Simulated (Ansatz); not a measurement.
# PbSe2: the cost of one run

Method: DFT PBEsol, scalar-relativistic, plane waves, PAW, in Ansatz 0.2.0.

1 further run of the same task is left out (set aside as unsound or not needed). Runs told in other sessions of the task aren't counted.

### Step 1. Starting point

It takes space group I-42d (No. 122, tetragonal). Conventional cell: a = 5.500 Å, b = 5.500 Å, c = 8.608 Å, α = 90.00°, β = 90.00°, γ = 90.00°. Around Si (site symmetry -4) lie 4 S at 2.14 Å. S (site symmetry 2) is surrounded by 2 Si at 2.14 Å.

As a file:

```
Si S
1.0
    -2.75003    2.75003    4.30420
     2.75003   -2.75003    4.30420
     2.75003    2.75003   -4.30420
Si S
2 4
Direct
  0.00000 0.00000 0.00000
  0.75000 0.25000 0.50000
  0.37500 0.35029 0.47529
  0.64971 0.12500 0.02471
  0.87500 0.89971 0.52471
  0.10029 0.62500 0.97529
```

It is the result of an earlier relaxation at this level (volume 21.70 Å³/atom; gap on the mesh: 2.90 eV).

### Step 2. Swap S → Se, Si → Pb

The start of PbSe2: fractional positions of relaxed SiS2, cell scaled by 1.129, a guess from tabulated radii.

### Step 3. Quick check of gap, pressure and forces (PbSe2)

Contents of input.yaml:

```yaml
crystal:
  lattice:
    - [-3.1055701686, 3.1055701686, 4.8606750589]
    - [3.1055701686, -3.1055701686, 4.8606750589]
    - [3.1055701686, 3.1055701686, -4.8606750589]
  atoms:
    - { symbol: Pb, position: [0.0, 0.0, 0.0] }
    - { symbol: Pb, position: [0.75, 0.25, 0.5] }
    - { symbol: Se, position: [0.375, 0.3502909784, 0.4752909784] }
    - { symbol: Se, position: [0.6497090216, 0.125, 0.0247090216] }
    - { symbol: Se, position: [0.875, 0.8997090216, 0.5247090216] }
    - { symbol: Se, position: [0.1002909784, 0.625, 0.9752909784] }
basis:
  ecutwfc: 420
kpoints:
  mp_grid: { grid: [4, 4, 4] }
hamiltonian:
  xc: pbesol
scf:
  occupations: { method: gaussian, width: 0.1 }
output:
  forces: true
  stress: true
  eigenvalues: true
```

Run with:

```
$ ansatz run input.yaml --threads 1 --pin off --max-ram 2560MiB --backend cpu --events-out ev --progress --plain --runs-dir out
```

Q: Estimate wall time and peak memory on 1 thread of Intel Xeon Platinum 8488C (Sapphire Rapids), shared host.

About 6.7 s, with a peak of 0.5 GiB.
